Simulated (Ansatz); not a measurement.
Here is an Ansatz 0.2.0 calculation.

File input.yaml:

```yaml
crystal:
  lattice:
    - [0.0, 2.96366, 2.96366]
    - [2.96366, 0.0, 2.96366]
    - [2.96366, 2.96366, 0.0]
  atoms:
    - { symbol: Pb, position: [0.0, 0.0, 0.0] }
    - { symbol: F, position: [0.75, 0.75, 0.75] }
    - { symbol: F, position: [0.25, 0.25, 0.25] }
hamiltonian:
  xc: pbe
  pseudopotentials: { kind: paw }
kpoints:
  mp_grid: { grid: [8, 8, 8] }
scf:
  occupations: { method: gaussian, width: 0.023 }
output:
  forces: true
  stress: true
  eigenvalues: true
```

Potentials or basis: Ansatz PAW.

Run with:

```bash
$ ansatz run input.yaml --threads 2 --pin off --max-ram 5632MiB --backend cpu --events-out ev --progress --plain --runs-dir out
```

Q: Estimate the band gap on the k mesh.

A: 4.42 eV, indirect (least direct gap 4.57 eV).

Q: Estimate the pressure.

A: 2.7 GPa.

Caveat: the pressure holds a Pulay correction of +0.5 GPa for the finite cutoff; spin-orbit coupling is left out, which as a rule narrows the gap of such compounds by several tenths of an eV. A k mesh can miss the band edges.
